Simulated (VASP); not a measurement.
Write the native input for VASP 6.6.1 that does the following.

```
Task                            : evGW0 quasiparticle levels
Functional                      : PBE
Potentials or basis             : VASP PAW PBE potentials, release 64 (Ca_sv_GW, F_GW)
Cutoff                          : 500 eV
k mesh                          : 4 × 4 × 4
Occupations                     : gaussian, width 0.01 eV
Spin                            : no spin polarisation
GW scheme                       : evGW0
GW iterations                   : 4
Cutoff of the response function : 150
Frequency points                : 48
Empty bands                     : 152
Further INCAR settings          : ALGO = EVGW0; EDIFF = 1e-08; NBANDS = 164
```

The system is CaF2 (Fluorite).

```xyz
3
Lattice="0.0000 2.7123 2.7123 2.7123 0.0000 2.7123 2.7123 2.7123 0.0000" Properties=species:S:1:pos:R:3 pbc="T T T"
Ca    0.0000    0.0000    0.0000
F     1.3562    1.3562    1.3562
F     4.0685    4.0685    4.0685
```

The input as run:

POSCAR

```
CaF2                                    
1.0
    0.0000000000      2.7123156408      2.7123156408
    2.7123156408      0.0000000000      2.7123156408
    2.7123156408      2.7123156408      0.0000000000
  Ca              F             
     1     2
Direct
     0.0000000000000000    0.0000000000000000    0.0000000000000000
     0.2500000000000000    0.2500000000000000    0.2500000000000000
     0.7500000000000000    0.7500000000000000    0.7500000000000000
```

INCAR.step1

```
SYSTEM = CaF2
  PREC = Accurate
  ENCUT = 500
  EDIFF = 1E-8
  ISMEAR = 0
  SIGMA = 0.01
  LREAL = .False.
  LASPH = .True.
  NELM = 80
  ALGO = Fast
  LWAVE = .True.
  LCHARG = .False.
  GGA = PE
  KPAR = 4
```

INCAR.step2

```
SYSTEM = CaF2
  PREC = Accurate
  ENCUT = 500
  EDIFF = 1E-8
  ISMEAR = 0
  SIGMA = 0.01
  LREAL = .False.
  LASPH = .True.
  NELM = 1
  ALGO = Exact
  LWAVE = .True.
  LCHARG = .False.
  GGA = PE
  KPAR = 4
  NBANDS = 164
  LOPTICS = .True.
  ISTART = 1
```

INCAR.step3

```
SYSTEM = CaF2
  PREC = Accurate
  ENCUT = 500
  EDIFF = 1E-8
  ISMEAR = 0
  SIGMA = 0.01
  LREAL = .False.
  LASPH = .True.
  ALGO = EVGW0
  LWAVE = .False.
  LCHARG = .False.
  GGA = PE
  KPAR = 4
  NELMGW = 4
  NBANDS = 164
  ENCUTGW = 150
  NOMEGA = 48
  PRECFOCK = Fast
  ISTART = 1
  NBANDSGW = 20
```

KPOINTS

```
regular mesh
0
Gamma
  4 4 4
  0 0 0
```

Potentials or basis: VASP PAW PBE potentials, release 64 (Ca_sv_GW, F_GW).

The run is started by

```bash
$ cat potpaw_PBE.64/Ca_sv_GW/POTCAR potpaw_PBE.64/F_GW/POTCAR > POTCAR
$ cp INCAR.step1 INCAR
$ mpirun -np 4 vasp_std > vasp.out
$ cp INCAR.step2 INCAR
$ mpirun -np 4 vasp_std > vasp.out
$ cp INCAR.step3 INCAR
$ mpirun -np 4 vasp_std > vasp.out
```

Results of the run:

```json
{
  "Band gap on the k mesh, mean-field level": "7.42 eV, indirect (least direct gap 7.68 eV)",
  "Quasiparticle gap": "11.19 eV",
  "Least direct quasiparticle gap": "11.51 eV"
}
```

Caveat: the k mesh is coarse (spacing up to 0.50 Å⁻¹), so the values aren't converged; bands, screening cutoff and mesh are small and nothing is extrapolated, so the quasiparticle values aren't converged.

Wall time 100 s on 4 MPI ranks on Intel(R) Xeon(R) 6975P-C (Granite Rapids), on a shared host, peak memory 0.36 GiB a rank.
